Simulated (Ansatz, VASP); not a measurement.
# AlN: VASP beside Ansatz

The input INCAR:

```
ALGO = Normal
EDIFF = 1E-7
ENCUT = 520
GGA = PE
ISIF = 2
ISMEAR = 0
LASPH = T
LCHARG = T
LELF = T
LREAL = F
LVHAR = T
LWAVE = F
NBANDS = 16
NELM = 60
PREC = Accurate
SIGMA = 0.05
```

The input KPOINTS:

```
k-points
0
Gamma
  8 8 6
```

The input POSCAR:

```
AlN
1.0
    0.0000000000     -2.0013268331     -2.0013268331
    0.0000000000      2.0013268331     -2.0013268331
    4.0026536662      0.0000000000      0.0000000000
Al N
2 2
Direct
    0.5289881188      0.4710118812      0.0000000000
   -0.0289881188      0.0289881188      0.5000000000
    0.4894833559      0.5105166441      0.5000000000
    0.0105166441      0.9894833559      0.0000000000
```

Input for Ansatz:

```yaml
crystal:
  lattice:
    - [0.0, -2.0013268331, -2.0013268331]
    - [0.0, 2.0013268331, -2.0013268331]
    - [4.0026536662, 0.0, 0.0]
  atoms:
    - { symbol: Al, position: [0.5289881188, 0.4710118812, 0.0] }
    - { symbol: Al, position: [-0.0289881188, 0.0289881188, 0.5] }
    - { symbol: "N", position: [0.4894833559, 0.5105166441, 0.5] }
    - { symbol: "N", position: [0.0105166441, 0.9894833559, 0.0] }
basis:
  ecutwfc: 520.0
kpoints:
  mp_grid: { grid: [8, 8, 6] }
hamiltonian:
  xc: pbe
  pseudopotentials: { kind: paw }
scf:
  occupations: { method: gaussian, width: 0.05 }
output:
  forces: true
  stress: true
  eigenvalues: true
```

Change from the starting cell: mode 4 frozen in at -0.118 Å, equal normal strain along x, y and z -0.0167.

Alike in both runs: task single point; functional PBE; k mesh 8 × 8 × 6; occupations gaussian, width 0.05 eV; no spin polarisation.

|  | VASP | Ansatz |
| --- | --- | --- |
| version | VASP 6.6.1 | Ansatz 0.2.0 |
| potentials or method | VASP PAW PBE potentials, release 64 (Al, N) | scalar-relativistic, plane waves, PAW |
| plane-wave cutoff (eV) | 520 | 520 |
| valence electrons in the cell | 16 | 16 |

Ansatz gave:

* gap on the k mesh at the Fermi level (eV): 4.84
* least direct gap on the mesh (eV): 4.92
* pressure (GPa): 15.5
* largest component of the traceless stress (GPa): 2.40
* rms of the force components (eV/Å): 0.581

Question: What did VASP give for the same quantities?

Answer: gap on the k mesh at the Fermi level (eV): 4.82; least direct gap on the mesh (eV): 4.90; pressure (GPa): 15.2; largest component of the traceless stress (GPa): 2.41; rms of the force components (eV/Å): 0.582.

Atom by atom the forces differ by 0.001 eV/Å (rms over components). The functional is the same, so the differences come from potentials, cutoffs and numerics.

Caveats: so large a pressure means that the cell lies far from this level's equilibrium, or that cutoff or potentials fall short (VASP); forces of over 1 eV/Å show positions far from the minimum, so gaps and moduli don't describe the material at rest. A k mesh can miss the band edges.
